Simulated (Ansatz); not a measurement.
**CoO in Ansatz: the effect of functional**

CoO:

```
Co O
1.0
     0.00000    2.13150    2.13150
     2.13150    0.00000    2.13150
     2.13150    2.13150    0.00000
Co O
1 1
Direct
  0.00000 0.00000 0.00000
  0.50000 0.50000 0.50000
```

Alike in all runs:

| Quantity | Value |
| --- | --- |
| Program | Ansatz 0.2.0 |
| Task | band structure |
| Potentials or basis | all-electron LAPW, scalar-relativistic |
| Basis error allowed | 0.001 eV/atom |
| k mesh | 11 × 11 × 11 |
| Occupations | fermi-dirac, width 0.05 eV |
| Spin | collinear spin, ferromagnetic start |
| Starting moments | [2.0, 0.0] μB |

```csv
functional,cutoff,pressure (GPa),moment (μB)
PBEsol,360 eV (chosen from the basis error),-10.8,2.96
LDA,359 eV (chosen from the basis error),?,?
PBE,360 eV (chosen from the basis error),-1.9,2.93
```

**Question.** What does the run with functional LDA give?

**Answer.** Pressure -19.3 GPa; moment 2.88 μB.

Caveats: a cell with one magnetic atom can't hold antiferromagnetic order, which such compounds often take.
